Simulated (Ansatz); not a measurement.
# C6H6O: the cost of one run

Method: the levels named in each step, in Ansatz 0.2.0.

**1. The structure to begin with**

Bond lengths: O1–C2 1.361 Å, C2–C3 1.391 Å, C3–C4 1.381 Å, C4–C5 1.386 Å, C5–C6 1.384 Å, C2–C7 1.389 Å, C6–C7 1.383 Å, O1–H8 0.965 Å, C3–H9 1.078 Å, C4–H10 1.080 Å, C5–H11 1.079 Å, C6–H12 1.080 Å, C7–H13 1.083 Å. Angles (14 of 19 angles, heavy atoms first): O1–C2–C3 118.2°, O1–C2–C7 122.0°, C3–C2–C7 119.7°, C2–C3–C4 119.8°, C3–C4–C5 120.5°, C4–C5–C6 119.7°, C5–C6–C7 120.3°, C2–C7–C6 120.0°, C2–O1–H8 109.7°, C2–C3–H9 118.7°, C4–C3–H9 121.4°, C3–C4–H10 119.5°, C5–C4–H10 120.0°, C4–C5–H11 120.2°.

Structure file:

```xyz
13

O     2.2359   -0.3125   -0.2812
C     0.9012   -0.1105   -0.1058
C     0.0255   -1.1163   -0.5028
C    -1.3353   -0.9452   -0.3417
C    -1.8360    0.2218    0.2130
C    -0.9648    1.2207    0.6095
C     0.4001    1.0591    0.4525
H     2.7261    0.4565    0.0335
H     0.4319   -2.0180   -0.9326
H    -2.0102   -1.7293   -0.6515
H    -2.9004    0.3511    0.3363
H    -1.3456    2.1327    1.0453
H     1.0824    1.8402    0.7633
```

**2. A rough first relaxation, PBE-D4/def2-SVP**

This run stands in another session on the same molecule. It ended at:

```xyz
13

O     2.2557   -0.3266   -0.2878
C     0.9225   -0.1121   -0.1077
C     0.0348   -1.1304   -0.5105
C    -1.3447   -0.9560   -0.3463
C    -1.8595    0.2244    0.2173
C    -0.9729    1.2358    0.6171
C     0.4114    1.0736    0.4577
H     2.7395    0.4558    0.0351
H     0.4511   -2.0488   -0.9493
H    -2.0295   -1.7574   -0.6639
H    -2.9444    0.3543    0.3432
H    -1.3588    2.1670    1.0596
H     1.1054    1.8707    0.7734
```

**3. Relaxation, PBE0-D4/def2-TZVP**

This run stands in another session on the same molecule. It ended at:

```xyz
13

O     2.2309   -0.3200   -0.2827
C     0.9029   -0.1082   -0.1046
C     0.0317   -1.1150   -0.5033
C    -1.3319   -0.9434   -0.3412
C    -1.8409    0.2226    0.2152
C    -0.9657    1.2219    0.6102
C     0.4027    1.0624    0.4532
H     2.7186    0.4461    0.0317
H     0.4397   -2.0203   -0.9361
H    -2.0059   -1.7328   -0.6543
H    -2.9092    0.3500    0.3391
H    -1.3467    2.1383    1.0463
H     1.0846    1.8486    0.7644
```

**4. Relaxation, PBE0-D4/def2-SVP**

This run stands in another session on the same molecule. It ended at:

```xyz
13

O     2.2360   -0.3201   -0.2830
C     0.9143   -0.1102   -0.1062
C     0.0334   -1.1210   -0.5061
C    -1.3367   -0.9487   -0.3433
C    -1.8486    0.2235    0.2160
C    -0.9679    1.2272    0.6128
C     0.4073    1.0662    0.4547
H     2.7238    0.4480    0.0322
H     0.4470   -2.0325   -0.9420
H    -2.0161   -1.7445   -0.6590
H    -2.9255    0.3523    0.3411
H    -1.3508    2.1515    1.0525
H     1.0948    1.8585    0.7683
```

**5. Frequencies, PBE0-D4/def2-SVP**

Input file input.yaml:

```yaml
crystal:
  periodic: [false, false, false]
  atoms:
    - { symbol: O, position_ang: [2.23595462, -0.32007473, -0.28300902] }
    - { symbol: C, position_ang: [0.91426862, -0.11023444, -0.10624783] }
    - { symbol: C, position_ang: [0.03339837, -1.12098642, -0.50613678] }
    - { symbol: C, position_ang: [-1.33669817, -0.94874356, -0.34329499] }
    - { symbol: C, position_ang: [-1.84855717, 0.22350666, 0.21604646] }
    - { symbol: C, position_ang: [-0.96793595, 1.22722774, 0.61277022] }
    - { symbol: C, position_ang: [0.40728155, 1.06623131, 0.45465653] }
    - { symbol: H, position_ang: [2.72376299, 0.44802146, 0.03218825] }
    - { symbol: H, position_ang: [0.44697267, -2.03245424, -0.94201577] }
    - { symbol: H, position_ang: [-2.01609398, -1.7445008, -0.6590121] }
    - { symbol: H, position_ang: [-2.92552501, 0.35231059, 0.34106922] }
    - { symbol: H, position_ang: [-1.35084452, 2.15154206, 1.05247165] }
    - { symbol: H, position_ang: [1.09476595, 1.85845439, 0.76825418] }
basis:
  gaussian: { orbitals: def2-SVP }
hamiltonian:
  xc: pbe0
  dispersion: d4
phonons: {}
```

Launch:

```console
$ ansatz run input.yaml --threads 4 --pin off --max-ram 10240MiB --backend cpu --events-out ev --progress --plain --runs-dir out
```

What time and memory should one allow on 4 threads of Intel Xeon at 2.50GHz (Skylake/Cascade Lake), shared host?

About 4.4 min, with a peak of 0.34 GiB.
